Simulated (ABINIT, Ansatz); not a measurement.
# ZnSe (Stilleite): G0W0 with ABINIT, start to end, part 2 of 3

Wanted: ground state, empty states, screening and self-energy for ZnSe (Stilleite).

ABINIT 10.8.3; PBE and many-body steps on it, plane waves. Known limits of the many-body steps: not at the basis limit; exchange with frozen shells missing; no spin-orbit coupling; coarse k mesh.

So far. Step 2 (Ground state): The gap is direct, at Γ.

**3. Bands along the symmetry lines**

Level of this step: DFT, PBE, plane waves, norm-conserving pseudopotentials (ABINIT).

The cheap functional maps the bands first; the places of the edges decide which points the dearer methods must see.

Input file run.abi:

```
acell 3*1.0 Angstrom
rprim 
  -0.000000000000 2.833800000000 2.833800000000
  2.833800000000 -0.000000000000 2.833800000000
  2.833800000000 2.833800000000 0.000000000000
ntypat 2
znucl 30 34
natom 2
typat 1 2
xred 
  0.000000000000 0.000000000000 0.000000000000
  0.250000000000 0.250000000000 0.250000000000
pp_dirpath "pseudos"
pseudos "Zn.upf, Se.upf"
ecut 39
iscf -2
irdden 1
kptopt 0
nkpt 50
kpt 
  0.00000000 0.00000000 0.00000000
  -0.06250000 -0.06250000 0.00000000
  -0.12500000 -0.12500000 0.00000000
  -0.18750000 -0.18750000 0.00000000
  -0.25000000 -0.25000000 0.00000000
  -0.31250000 -0.31250000 0.00000000
  -0.37500000 -0.37500000 0.00000000
  -0.43750000 -0.43750000 0.00000000
  -0.50000000 -0.50000000 0.00000000
  -0.48437500 -0.48437500 0.03125000
  -0.46875000 -0.46875000 0.06250000
  -0.45312500 -0.45312500 0.09375000
  -0.43750000 -0.43750000 0.12500000
  -0.42187500 -0.42187500 0.15625000
  -0.40625000 -0.40625000 0.18750000
  -0.39062500 -0.39062500 0.21875000
  -0.37500000 -0.37500000 0.25000000
  -0.37500000 0.00000000 0.37500000
  -0.32812500 0.00000000 0.32812500
  -0.28125000 0.00000000 0.28125000
  -0.23437500 0.00000000 0.23437500
  -0.18750000 0.00000000 0.18750000
  -0.14062500 0.00000000 0.14062500
  -0.09375000 0.00000000 0.09375000
  -0.04687500 0.00000000 0.04687500
  0.00000000 0.00000000 0.00000000
  0.00000000 0.00000000 0.06250000
  0.00000000 0.00000000 0.12500000
  0.00000000 0.00000000 0.18750000
  0.00000000 0.00000000 0.25000000
  0.00000000 0.00000000 0.31250000
  0.00000000 0.00000000 0.37500000
  0.00000000 0.00000000 0.43750000
  0.00000000 0.00000000 0.50000000
  -0.06250000 -0.03125000 0.46875000
  -0.12500000 -0.06250000 0.43750000
  -0.18750000 -0.09375000 0.40625000
  -0.25000000 -0.12500000 0.37500000
  -0.31250000 -0.15625000 0.34375000
  -0.37500000 -0.18750000 0.31250000
  -0.43750000 -0.21875000 0.28125000
  -0.50000000 -0.25000000 0.25000000
  -0.50000000 -0.28125000 0.21875000
  -0.50000000 -0.31250000 0.18750000
  -0.50000000 -0.34375000 0.15625000
  -0.50000000 -0.37500000 0.12500000
  -0.50000000 -0.40625000 0.09375000
  -0.50000000 -0.43750000 0.06250000
  -0.50000000 -0.46875000 0.03125000
  -0.50000000 -0.50000000 0.00000000
istwfk *1
nband 25
nbdbuf 2
tolwfr 1e-08
nstep 40
prtwf 0
prtvol 0
indata_prefix "in"
outdata_prefix "out"
tmpdata_prefix "tmp"
```

On the command line:

```
OMP_NUM_THREADS=1 mpirun -n 4 abinit run.abi > log
```

Numbers of over 12 decimals in the logs are rounded to 6 here.

The log of the run:

```text
.Version 10.8.3 of ABINIT. v10.8.2 released Aug 2026.

 Symmetries : space group F-4 3 m (#216); Bravais cF (face-center cubic)
[... echo of the input left out ...]
== DATASET  1 ==================================================================
-   mpi_nproc: 4, omp_nthreads: 1 (-1 if OMP is not activated)

--- !DatasetInfo
iteration_state: {dtset: 1, }
dimensions: {natom: 2, nkpt: 50, mband: 25, nsppol: 1, nspinor: 1, nspden: 1, mpw: 3599, }
cutoff_energies: {ecut:  39.0, pawecutdg:  -1.0, }
electrons: {nelect:   3.60000000E+01, charge:   0.00000000E+00, occopt:   1.00000000E+00, tsmear:   1.00000000E-02, }

 Real(R)+Recip(G) space primitive vectors, cartesian coordinates (Bohr,Bohr^-1):
 R(1)=  0.0000000  5.3551059  5.3551059  G(1)= -0.0933688  0.0933688  0.0933688
 R(2)=  5.3551059  0.0000000  5.3551059  G(2)=  0.0933688 -0.0933688  0.0933688
 R(3)=  5.3551059  5.3551059  0.0000000  G(3)=  0.0933688  0.0933688 -0.0933688
 Unit cell volume ucvol=  3.0713845E+02 bohr^3
 Angles (23,13,12)=  6.00000000E+01  6.00000000E+01  6.00000000E+01 degrees

 getcut: wavevector=  0.0000  0.0000  0.0000  ngfft=  45  45  45
         ecut(hartree)=     39.000   => boxcut(ratio)=   2.06668

--- Pseudopotential description ------------------------------------------------
- Zn Generated using ONCVPSP code by D. R. Hamann
- 30.00000  20.00000  171031                  znucl, zion, pspdat
12 -101130 2 -1 1326                          pspcod,pspxc,lmax,lloc,mmax
     nproj     2     2     2
  pspatm : epsatm=   26.68164218
         --- l  ekb(1:nproj) -->
             0    2.827643   -1.532764
             1   -4.632527   -1.324876
             2   -6.943520   -2.557073
 pspatm: atomic psp has been read  and splines computed

- Se Generated using ONCVPSP code by D. R. Hamann
- 34.00000  16.00000  171031                  znucl, zion, pspdat
12 -101130 2 -1 1214                          pspcod,pspxc,lmax,lloc,mmax
     nproj     2     2     2
  pspatm : epsatm=   29.53331881
         --- l  ekb(1:nproj) -->
[...]
pspatm: atomic psp has been read  and splines computed

--------------------------------------------------------------------------------

================================================================================
 prteigrs : about to open file out_EIG
 Non-SCF case, kpt    1 (  0.00000  0.00000  0.00000), residuals and eigenvalues=
  3.72E-09  1.34E-09  1.70E-09  2.06E-09  1.39E-09  3.21E-09  5.52E-09  2.32E-09
  4.08E-09  6.88E-09  4.73E-09  5.69E-09  3.30E-09  5.18E-09  7.42E-09  1.01E-09
  4.38E-09  5.90E-09  3.10E-09  5.29E-09  5.59E-09  8.92E-09  9.88E-09  1.22E-05
  2.28E-05
 -4.4775E+00 -2.7929E+00 -2.7929E+00 -2.7929E+00 -1.5989E+00 -1.5989E+00
 -1.5989E+00 -1.5988E+00 -1.5988E+00 -3.6212E-01 -1.1522E-01 -1.1522E-01
 -1.1522E-01 -1.0168E-01 -1.0168E-01  1.2514E-01  1.2514E-01  1.2514E-01
[...]
5.4744E-01
 Non-SCF case, kpt    2 ( -0.06250 -0.06250  0.00000), residuals and eigenvalues=
[...]
7.10E-05
[...]
Non-SCF case, kpt    3 ( -0.12500 -0.12500  0.00000), residuals and eigenvalues=
[...]
Non-SCF case, kpt   49 ( -0.50000 -0.46875  0.03125), residuals and eigenvalues=
[...]
Non-SCF case, kpt   50 ( -0.50000 -0.50000  0.00000), residuals and eigenvalues=
[...]
-1.0592E-01 -9.9906E-02 -9.5061E-02 -4.9368E-02  4.4964E-02  4.4964E-02
  2.3507E-01  2.5257E-01  5.1934E-01  5.3878E-01  5.3878E-01  6.3914E-01
[...]
--- !ResultsGS
iteration_state: {dtset: 1, }
comment   : Summary of ground state results
lattice_vectors:
- [ -0.0000000,   5.3551059,   5.3551059, ]
- [  5.3551059,  -0.0000000,   5.3551059, ]
- [  5.3551059,   5.3551059,   0.0000000, ]
lattice_lengths: [   7.57326,    7.57326,    7.57326, ]
lattice_angles: [ 60.000,  60.000,  60.000, ] # degrees, (23, 13, 12)
lattice_volume:   3.0713845E+02
convergence: {deltae:  0.000E+00, res2:  0.000E+00, residm:  9.980E-09, diffor:  0.000E+00, }
etotal    :  -3.30330161E+02
entropy   :   0.00000000E+00
fermie    :   1.25135050E-01
cartesian_stress_tensor: null
pressure_GPa: null
xred      :
- [  0.0000E+00,   0.0000E+00,   0.0000E+00, Zn]
- [  2.5000E-01,   2.5000E-01,   2.5000E-01, Se]
cartesian_forces: null
force_length_stats: {min: null, max: null, mean: null, }

 Integrated electronic density in atomic spheres:
 ------------------------------------------------
 Atom  Sphere_radius  Integrated_density
[...]
================================================================================

 ----iterations are completed or convergence reached----

 Mean square residual over all n,k,spin=   50.007E-10; max=  99.805E-10
 reduced coordinates (array xred) for    2 atoms
       0.000000000000      0.000000000000      0.000000000000
       0.250000000000      0.250000000000      0.250000000000

 cartesian coordinates (angstrom) at end:
    1      0.000000     0.000000     0.000000
    2      1.416900     1.416900     1.416900
 length scales=  1.889726125908  1.889726125908  1.889726125908 bohr
              =  1.000000000000  1.000000000000  1.000000000000 angstroms
 prteigrs : about to open file out_EIG
 Eigenvalues (hartree) for nkpt=  50  k points:
 kpt#   1, nband= 25, wtk=  1.00000, kpt=  0.0000  0.0000  0.0000 (reduced coord)
[...]
kpt#   2, nband= 25, wtk=  1.00000, kpt= -0.0625 -0.0625  0.0000 (reduced coord)
[...]
kpt#   3, nband= 25, wtk=  1.00000, kpt= -0.1250 -0.1250  0.0000 (reduced coord)
[...]
kpt#  49, nband= 25, wtk=  1.00000, kpt= -0.5000 -0.4687  0.0313 (reduced coord)
[...]
0.65579
 kpt#  50, nband= 25, wtk=  1.00000, kpt= -0.5000 -0.5000  0.0000 (reduced coord)
[...]
-1.59876   -0.32331   -0.11408   -0.10592   -0.10592   -0.09991   -0.09506   -0.04937
   0.04496    0.04496    0.23507    0.25257    0.51934    0.53878    0.53878    0.63914
   0.65742

== END DATASET(S) ==============================================================
================================================================================

 -outvars: echo values of variables after computation  --------
            nband          25
             nkpt          50
          spgroup         216
 [... the other variables as echoed above ...]

 Calculation completed.
```

Wall time 39 s (4 MPI ranks of Arm Neoverse N1, shared host); peak memory 0.32 GiB; 2.6 min of CPU time.

This step gave:

| Item | Value |
| --- | --- |
| gap | 1.288 eV |
| k of the valence top | 0, 0, 0 |
| k of the conduction bottom | 0, 0, 0 |
| least direct gap | 1.288 eV |

The gap is 1.288 eV, as in the run before at this level.

The electronic bands at the labelled points (eV, zero at the top of the highest filled band):

| point | band 15 | band 16 | band 17 | band 18 | band 19 | band 20 | band 21 | band 22 |
| --- | --- | --- | --- | --- | --- | --- | --- | --- |
| Γ | -6.17 | 0.00 | 0.00 | 0.00 | 1.29 | 5.81 | 5.81 | 5.81 |
| halfway | -6.15 | -2.88 | -1.25 | -1.25 | 3.93 | 4.03 | 8.04 | 8.04 |
| X | -5.99 | -4.75 | -2.18 | -2.18 | 2.99 | 3.47 | 10.73 | 11.26 |
| halfway | -5.96 | -4.73 | -2.56 | -2.08 | 3.26 | 4.06 | 9.96 | 10.51 |
| U | -5.91 | -4.71 | -3.08 | -1.79 | 3.59 | 5.60 | 9.05 | 9.28 |
| jump to K | -5.91 | -4.71 | -3.08 | -1.79 | 3.59 | 5.60 | 9.05 | 9.28 |
| halfway | -6.15 | -3.33 | -1.73 | -0.49 | 3.79 | 5.97 | 6.67 | 6.69 |
| Γ | -6.17 | 0.00 | 0.00 | 0.00 | 1.29 | 5.81 | 5.81 | 5.81 |
| halfway | -6.17 | -3.04 | -0.48 | -0.48 | 2.75 | 6.45 | 6.45 | 6.57 |
| L | -6.01 | -5.22 | -0.87 | -0.87 | 2.55 | 6.39 | 6.39 | 8.57 |
| halfway | -5.96 | -4.89 | -2.40 | -1.46 | 4.23 | 5.56 | 7.42 | 8.67 |
| W | -5.87 | -4.68 | -2.76 | -2.66 | 5.48 | 5.56 | 6.97 | 7.72 |
| halfway | -5.93 | -4.72 | -2.48 | -2.43 | 3.88 | 4.29 | 9.22 | 9.31 |
| X | -5.99 | -4.75 | -2.18 | -2.18 | 2.99 | 3.47 | 10.73 | 11.26 |

**4. Empty states on the mesh, 4×4×4 mesh, 129 bands**

The sums over transitions need many empty states on a uniform mesh; this step solves for them.

Input file run.abi:

```
acell 3*1.0 Angstrom
rprim 
  -0.000000000000 2.833800000000 2.833800000000
  2.833800000000 -0.000000000000 2.833800000000
  2.833800000000 2.833800000000 0.000000000000
ntypat 2
znucl 30 34
natom 2
typat 1 2
xred 
  0.000000000000 0.000000000000 0.000000000000
  0.250000000000 0.250000000000 0.250000000000
pp_dirpath "pseudos"
pseudos "Zn.upf, Se.upf"
ecut 39
ngkpt 4 4 4
nshiftk 1
shiftk 0 0 0
kptopt 1
chksymbreak 0
irdden 1
istwfk *1
nband 129
prtvol 0
optdriver 6
gwr_task "HDIAGO"
paral_kgb 0
occopt 1
indata_prefix "in"
outdata_prefix "out"
tmpdata_prefix "tmp"
```

The log of the run:

```text
[banner, memory and clock lines left out]
.Version 10.8.3 of ABINIT. v10.8.2 released Aug 2026.

 Symmetries : space group F-4 3 m (#216); Bravais cF (face-center cubic)
[... echo of the input left out ...]
== DATASET  1 ==================================================================
-   mpi_nproc: 4, omp_nthreads: 1 (-1 if OMP is not activated)

--- !DatasetInfo
iteration_state: {dtset: 1, }
dimensions: {natom: 2, nkpt: 8, mband: 129, nsppol: 1, nspinor: 1, nspden: 1, mpw: 3591, }
cutoff_energies: {ecut:  39.0, pawecutdg:  -1.0, }
electrons: {nelect:   3.60000000E+01, charge:   0.00000000E+00, occopt:   1.00000000E+00, tsmear:   1.00000000E-02, }

.Using double precision arithmetic; gwpc =  8

- Reading GS density from: in_DEN

--- Pseudopotential description ------------------------------------------------
- Zn Generated using ONCVPSP code by D. R. Hamann
- 30.00000  20.00000  171031                  znucl, zion, pspdat
12 -101130 2 -1 1326                          pspcod,pspxc,lmax,lloc,mmax
     nproj     2     2     2
  pspatm : epsatm=   26.68164218
         --- l  ekb(1:nproj) -->
             0    2.827643   -1.532764
             1   -4.632527   -1.324876
             2   -6.943520   -2.557073
 pspatm: atomic psp has been read  and splines computed

- Se Generated using ONCVPSP code by D. R. Hamann
- 34.00000  16.00000  171031                  znucl, zion, pspdat
12 -101130 2 -1 1214                          pspcod,pspxc,lmax,lloc,mmax
     nproj     2     2     2
  pspatm : epsatm=   29.53331881
         --- l  ekb(1:nproj) -->
             0    8.980642    1.012006
             1    6.803691    1.279695
             2   -9.256960   -3.748206
 pspatm: atomic psp has been read  and splines computed

   2.02373860E+03                                ecore*ucvol(ha*bohr**3)

 Total charge density [el/Bohr^3]
)     Maximum=    4.3870E+00  at reduced coord.    0.0444    0.9333    0.9778
)     Minimum=    1.8520E-03  at reduced coord.    0.7556    0.7556    0.7333
   Integrated=    3.6000E+01

 === KS gaps after direct diagonalization ===
 Direct band gap semiconductor
 Fundamental gap:     1.288 (eV)
   VBM:     3.405 (eV) at k: [ 0.0000E+00,  0.0000E+00,  0.0000E+00]
   CBM:     4.693 (eV) at k: [ 0.0000E+00,  0.0000E+00,  0.0000E+00]
 Direct gap:         1.288 (eV) at k: [ 0.0000E+00,  0.0000E+00,  0.0000E+00]

== END DATASET(S) ==============================================================

 -outvars: echo values of variables after computation  --------
           etotal      0.0000000000E+00
            nband         129
             nkpt           8
          spgroup         216
 [... the other variables as echoed above ...]

 Calculation completed.
```

It took 1.8 min on 4 MPI ranks; peak memory 3 GiB.

Numbers from this step:

* gap: 1.288 eV
* k of the valence top: 0, 0, 0
* k of the conduction bottom: 0, 0, 0
* least direct gap: 1.288 eV
* k points computed: 8
* lowest point of the top converged band, above the valence top: 88.1516 eV

On this mesh the gap is 1.288 eV.

**5. Screening, 4×4×4 mesh, 121 bands, screening to 176.9 eV**

The RPA dielectric matrix is built and inverted for each q.

This step: RPA screening on PBE, plane waves, norm-conserving pseudopotentials.

Changes to run.abi since step 4:

```diff
@@ -20,10 +20,11 @@
 chksymbreak 0
-irdden 1
 istwfk *1
-nband 129
-prtvol 0
-optdriver 6
-gwr_task "HDIAGO"
-paral_kgb 0
 occopt 1
+irdwfk 1
+optdriver 3
+nband 121
+ecuteps 6.5
+inclvkb 2
+awtr 1
+symchi 1
 indata_prefix "in"
```

The log of the run:

```text
.Version 10.8.3 of ABINIT. v10.8.2 released Aug 2026.

 Symmetries : space group F-4 3 m (#216); Bravais cF (face-center cubic)
[... echo of the input left out ...]
== DATASET  1 ==================================================================
-   mpi_nproc: 4, omp_nthreads: 1 (-1 if OMP is not activated)

--- !DatasetInfo
iteration_state: {dtset: 1, }
dimensions: {natom: 2, nkpt: 8, mband: 121, nsppol: 1, nspinor: 1, nspden: 1, mpw: 3591, }
cutoff_energies: {ecut:  39.0, pawecutdg:  -1.0, }
electrons: {nelect:   3.60000000E+01, charge:   0.00000000E+00, occopt:   1.00000000E+00, tsmear:   1.00000000E-02, }

 SCREENING: Calculation of the susceptibility and dielectric matrices

 Based on a program developped by R.W. Godby, V. Olevano, G. Onida, and L. Reining.
 Incorporated in ABINIT by V. Olevano, G.-M. Rignanese, and M. Torrent.
.Using double precision arithmetic ; gwpc =  8

[... cell and pseudopotentials left out ...]
--------------------------------------------------------------------------------

 ==== K-mesh for the wavefunctions ====
 Number of points in the irreducible wedge :     8
[... list of points left out ...]
 Together with 24 symmetry operations and time-reversal symmetry
 yields    64 points in the full Brillouin Zone.

 ==== Q-mesh for the screening function ====
 Number of points in the irreducible wedge :     8
[... list of points left out ...]
 Together with 24 symmetry operations and time-reversal symmetry
 yields    64 points in the full Brillouin Zone.

 setmesh: FFT mesh size selected  =    30x   30x   30
          total number of points  =        27000

 vcoul_init : cutoff-mode = AUXILIARY_FUNCTION
 q-points for optical limit:   1
     1)      0.000010    0.000020    0.000030

- screening: taking advantage of time-reversal symmetry
- Maximum band index for partially occupied states nbvw = 18
- Remaining bands to be divided among processors   nbcw = 103
- Number of bands treated by each node ~25

 Number of electrons calculated from density =   36.0000; Expected =   36.0000
 average of density, n =  0.117211
 r_s =    1.2676
 omega_plasma =   33.0248 [eV]

 calculating chi0 at frequencies [eV] :
  1    0.000000E+00    0.000000E+00
  2    0.000000E+00    3.302477E+01

--------------------------------------------------------------------------------
  q-point number  1        q = ( 0.000000, 0.000000, 0.000000) [r.l.u.]
--------------------------------------------------------------------------------
[... chi0 elements left out ...]
 For q-point:  0.000010 0.000020 0.000030
  dielectric constant =  14.0292
  dielectric constant without local fields =  14.9971

  Average fulfillment of the sum rule on Im[epsilon] for q-point    1 :     49.07  [%]
[... wings left out ...]
  q-point number  2        q = ( 0.250000, 0.000000, 0.000000) [r.l.u.]
--------------------------------------------------------------------------------
[... chi0 elements left out ...]
  Average fulfillment of the sum rule on Im[epsilon] for q-point    2 :     59.47  [%]

 [... 6 further q-points ...]
```

Run time: 99 s. Hardware: 4 MPI ranks; peak memory 0.99 GiB; 6.6 min of CPU time.

Numbers from this step:

- ε∞ with local fields, on this mesh, along the program's q direction: 14.03
- the same without local fields: 15.00
- plasma frequency: 33.02 eV
- plane waves in the screening matrix: 259

Local fields lower ε∞ by 6 %. On a Γ-centred mesh this coarse the value itself is usually too large, while a short band sum pulls it down.

(Continued in part 3 of 3.)

[Paths, hosts, dates, memory and timing lines, banners, echoed tables and standing remarks are left out of the program output.]

[Logs are printed without paths, hosts, clocks, repeated set-up lines and the standing remarks that a program may print on its own settings, such as how far it seeks lower states.]

[Runs of the session that timed out or met a known fault of the program may be left out.]

[Hosts, paths, dates, database ids (printed as entryN), source tags and the programs' standing remarks are cut or masked in the printed files.]

[G0W0 gaps are taken among the corrected bands and points alone; a level outside them can change the order at an edge.]

[Where Ansatz stands beside ABINIT at settings called matched, ABINIT's density can come from a denser mesh and the files from another edition; pairs whose starting gaps differed by over 0.03 eV were left out, so agreement reads better than it is.]
